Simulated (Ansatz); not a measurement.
# HgS (Metacinnabar): the cost of one run

Program: Ansatz 0.2.0. Level of theory: reference: DFT, PBE, plane waves, PAW. These are calculated values, not measurements.

6 further runs of the same task are left out: 1 for a known fault of the program, 5 that didn't finish.

### 1 The starting structure

Symmetry: F-43m, No. 216, cubic system. Conventional cell: a = 5.930 Å, b = 5.930 Å, c = 5.930 Å, α = 90.00°, β = 90.00°, γ = 90.00°. Hg (site symmetry -43m) is surrounded by 4 S at 2.57 Å. S (site symmetry -43m) is surrounded by 4 Hg at 2.57 Å.

Coordinates:

```
CELL_PARAMETERS angstrom
0.00000 2.96519 2.96519
2.96519 0.00000 2.96519
2.96519 2.96519 0.00000
ATOMIC_POSITIONS crystal
Hg 0.00000 0.00000 0.00000
S 0.25000 0.25000 0.25000
```

### 2 Baseline

File input.yaml:

```yaml
crystal:
  lattice:
    - [0.0, 2.965187139, 2.965187139]
    - [2.965187139, 0.0, 2.965187139]
    - [2.965187139, 2.965187139, 0.0]
  atoms:
    - { symbol: Hg, position: [0.0, 0.0, 0.0] }
    - { symbol: S, position: [0.25, 0.25, 0.25] }
kpoints:
  mp_grid: { grid: [6, 6, 6] }
hamiltonian:
  xc: pbe
scf:
  occupations: { method: fermi_dirac, width: 0.02 }
  n_extra_bands: 4
output:
  forces: true
  stress: true
  eigenvalues: true
```

Command:

```bash
ansatz run input.yaml --threads 4 --pin off --max-ram 3686MiB --backend cpu --events-out ev --progress --plain --runs-dir out
```

What time and memory should one allow on 4 threads of an x86-64 CPU, shared host?

About 1.2 s, with a peak of 0.34 GiB.
